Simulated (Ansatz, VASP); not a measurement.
# Zr in VASP and in Ansatz

INCAR

```
PREC = Accurate ; ENCUT = 520
EDIFF = 1E-7 ; ISMEAR = -1
SIGMA = 0.05 ; LREAL = F
LASPH = T ; NELM = 60
ALGO = Normal ; ISIF = 2
LWAVE = F ; LCHARG = T
GGA = PE ; LELF = T
LVHAR = T ; NBANDS = 12
```

Contents of KPOINTS:

```
Automatic mesh
0
Gamma
  13 13 13
```

The input POSCAR:

```
Zr
1.0
    0.0000000000      2.2992269146      2.2992269146
    2.2992269146      0.0000000000      2.2992269146
    2.2992269146      2.2992269146      0.0000000000
Zr
1
Direct
    0.0000000000      0.0000000000      0.0000000000
```

Input for Ansatz:

```yaml
crystal:
  lattice:
    - [0.0, 2.2992269146, 2.2992269146]
    - [2.2992269146, 0.0, 2.2992269146]
    - [2.2992269146, 2.2992269146, 0.0]
  atoms:
    - { symbol: Zr, position: [0.0, 0.0, 0.0] }
kpoints:
  mp_grid: { grid: [13, 13, 13] }
scf:
  occupations: { method: fermi_dirac, width: 0.05 }
hamiltonian:
  xc: pbe
  pseudopotentials: { kind: all_electron, lapw: { basis_error: 0.0005 } }
output:
  forces: true
  stress: true
  eigenvalues: true
```

Change from the starting cell: volume scaled by 1.06.

Alike in both runs: task single point; functional PBE; k mesh 13 × 13 × 13; occupations fermi-dirac, width 0.05 eV; no spin polarisation.

|  | VASP | Ansatz |
| --- | --- | --- |
| version | VASP 6.6.1 | Ansatz 0.2.0 |
| potentials or method | VASP PAW PBE potentials, release 64 (Zr_sv) | all-electron LAPW, scalar-relativistic |
| plane-wave cutoff (eV) | 520 | see its input |

|  | VASP | Ansatz | Ansatz less VASP |
| --- | --- | --- | --- |
| pressure (GPa) | -3.8 | -3.8 | 0.00 |

Ansatz ran all-electron here, so the differences hold the error of VASP's frozen core and of both bases.
